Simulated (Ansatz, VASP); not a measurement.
# Re: VASP beside Ansatz

File INCAR:

```
SYSTEM = Re
ALGO = Normal
EDIFF = 1E-6
ENCUT = 520
GGA = PS
ISIF = 2
ISMEAR = -1
LASPH = .TRUE.
LCHARG = .TRUE.
LELF = .TRUE.
LREAL = .FALSE.
LVHAR = .TRUE.
LWAVE = .FALSE.
NBANDS = 14
NELM = 80
PREC = Accurate
SIGMA = 0.05
```

File KPOINTS:

```
k-points
0
G
  12 12 12
  0 0 0
```

The input POSCAR:

```
Re
1.0
    0.0000000000      2.5412157891      2.5412157891
    2.5412157891      0.0000000000      2.5412157891
    2.5412157891      2.5412157891      0.0000000000
Re
2
Direct
   -0.1250000000     -0.1250000000     -0.1250000000
    0.1250000000      0.1250000000      0.1250000000
```

Input for Ansatz:

```yaml
crystal:
  lattice:
    - [0.0, 2.5412157891, 2.5412157891]
    - [2.5412157891, 0.0, 2.5412157891]
    - [2.5412157891, 2.5412157891, 0.0]
  atoms:
    - { symbol: Re, position: [-0.125, -0.125, -0.125] }
    - { symbol: Re, position: [0.125, 0.125, 0.125] }
kpoints:
  mp_grid: { grid: [12, 12, 12] }
scf:
  occupations: { method: fermi_dirac, width: 0.05 }
hamiltonian:
  xc: pbesol
  pseudopotentials: { kind: all_electron, lapw: { basis_error: 0.001 } }
output:
  forces: true
  stress: true
  eigenvalues: true
  populations: true
```

Change from the starting cell: volume scaled by 0.75, LAPW.

Alike in both runs: task single point; functional PBEsol; k mesh 12 × 12 × 12; occupations fermi-dirac, width 0.05 eV; no spin polarisation.

```csv
,VASP,Ansatz
version,VASP 6.6.1,Ansatz 0.2.0
potentials or method,"VASP PAW PBE potentials, release 64 (Re)","all-electron LAPW, scalar-relativistic"
plane-wave cutoff (eV),520,see its input
```

|  | VASP | Ansatz | Ansatz less VASP |
| --- | --- | --- | --- |
| pressure (GPa) | 91.1 | 99.3 | +8.22 |

Ansatz ran all-electron here, so the differences hold the error of VASP's frozen core and of both bases.

Caveats: the cell as given lies far from equilibrium; so large a pressure means that the cell lies far from this level's equilibrium, or that cutoff or potentials fall short (VASP); the potentials were made for another functional, which shifts forces and pressure (VASP). The runs have no spin-orbit coupling, so splittings on Re are missing.
